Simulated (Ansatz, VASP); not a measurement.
# Al: VASP beside Ansatz

```xyz
1
Lattice="2.7055 0.0000 0.0000 1.2692 2.4032 0.0000 1.3088 0.7828 2.2596" Properties=species:S:1:pos:R:3 pbc="T T T"
Al    0.0000    0.0000    0.0000
```

Alike in both runs: task single point; functional PBE; k mesh 8 × 8 × 8; occupations gaussian, width 0.1 eV; no spin polarisation.

|  | VASP | Ansatz |
| --- | --- | --- |
| version | VASP 6.6.1 | Ansatz 0.2.0 |
| potentials or method | VASP PAW PBE potentials, release 64 (Al) | scalar-relativistic, plane waves, PAW |
| plane-wave cutoff (eV) | 520 | 420 |
| valence electrons in the cell | 3 | 3 |

Ansatz gave:

```
gap on the k mesh at the Fermi level (eV)       : none
pressure (GPa)                                  : 12.1
largest component of the traceless stress (GPa) : 2.70
```

**Question.** What did VASP give for the same quantities?

**Answer.** gap on the k mesh at the Fermi level (eV): none; pressure (GPa): 12.1; largest component of the traceless stress (GPa): 2.69.

A gap of «none» marks a metal or a gap that the smearing closes.
